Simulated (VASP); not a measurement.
Crystal: KCl (Sylvite).

```
CELL_PARAMETERS angstrom
0.00000 3.12700 3.12700
3.12700 0.00000 3.12700
3.12700 3.12700 0.00000
ATOMIC_POSITIONS crystal
K 0.00000 0.00000 0.00000
Cl 0.50000 0.50000 0.50000
```

Base run:

```yaml
Program: VASP 6.6.1
Functional: PBE0
Potentials_or_basis: VASP PAW PBE potentials, release 64 (K_sv, Cl)
Cutoff: 520 eV
k_mesh: 6 × 6 × 6
Occupations: gaussian, width 0.03 eV
Spin: no spin polarisation
```

Its results: band gap on the k mesh 7.30 eV, direct; pressure 0.8 GPa.

Problem. The run is repeated on the same cell with these changes: functional from PBE0 to PBE. What comes out?

Solution. Band gap on the k mesh 5.25 eV, direct; pressure 1.2 GPa.

PBE0 gives the wider gap, since exact exchange removes part of the self-interaction.

Caveats: the PAW data sets were made with another functional, which shifts forces and pressure a little (some runs).
